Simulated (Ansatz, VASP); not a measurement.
## Zn in VASP and in Ansatz

```
Zn
1.0
     0.00000    1.96478    1.96478
     1.96478    0.00000    1.96478
     1.96478    1.96478    0.00000
Zn
1
Direct
  0.00000 0.00000 0.00000
```

This isn't the form of Zn at room conditions, which is hcp.

Alike in both runs: functional r2SCAN; k mesh 7 × 7 × 7; occupations fermi-dirac, width 0.05 eV; no spin polarisation.

|  | VASP | Ansatz |
| --- | --- | --- |
| version | VASP 6.6.1 | Ansatz 0.2.0 |
| potentials or method | VASP PAW PBE potentials, release 64 (Zn) | Ansatz PAW |
| plane-wave cutoff (eV) | 520 | 500 |
| valence electrons in the cell | 12 | 12 |
| task | single point | band structure |

```tsv
	VASP	Ansatz	Ansatz less VASP
gap on the k mesh at the Fermi level (eV)	none	none	-
pressure (GPa)	-4.6	-4.9	-0.30
```

A gap of «none» marks a metal or a gap that the smearing closes.

Caveats: the k mesh is coarse (spacing up to 0.40 Å⁻¹), so the values aren't converged; the PAW data sets were made with another functional, which shifts forces and pressure a little (VASP); the PAW data sets come from PBE, with cores solved anew for the run's functional, which leaves a small shift of forces and pressure (Ansatz).
